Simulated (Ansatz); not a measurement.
**Fitting the PBEsol energy curve of PbF2**

Space group Fm-3m (No. 225). a = 5.927 Å, b = 5.927 Å, c = 5.927 Å, α = 90.00°, β = 90.00°, γ = 90.00°
```
atom  site  symmetry       x       y       z
  Pb    4a      m-3m  0.0000  0.0000  0.0000
   F    8c      -43m  0.2500  0.2500  0.7500
```

The cell was scaled at fixed shape and fractions and run with Ansatz, Ansatz PAW, cutoff 420 eV; PBEsol, k mesh 8 × 8 × 8 on the cell of 3 atoms, fermi-dirac occupations of 0.05 eV, no spin polarisation, no spin-orbit coupling. The potentials were made for PBE. Energies are those that the program minimises, any entropy of the smearing included.

```csv
V (Å³/atom),energy over the lowest row (meV/atom)
16.3125,9.390
16.6596,?
17.0067,0.000
17.3538,0.776
17.7008,4.541
18.0479,11.069
18.3950,20.149
```

Problem. Fit the third-order Birch-Murnaghan form, give V0, B0 and B′, and predict the energy left open.

Solution. With y = (V0/V)^(2/3), E = E0 + (9 V0 B0/16) [(y - 1)³ B′ + (y - 1)² (6 - 4y)]. Least squares through the rows shown give V0 = 17.1041 Å³/atom, E0 = -0.105 meV, B0 = 76.09 GPa (1 eV/Å³ = 160.218 GPa) and B′ = 4.51, with a largest miss of 0.038 meV. At V = 16.6596 the form with these constants gives 2.774 meV; the run gave 2.718 meV an atom. Other set-ups at this level, from all their volumes (Å³/atom, GPa): Ansatz, all-electron LAPW, scalar-relativistic: V0 17.106, B0 76.06.
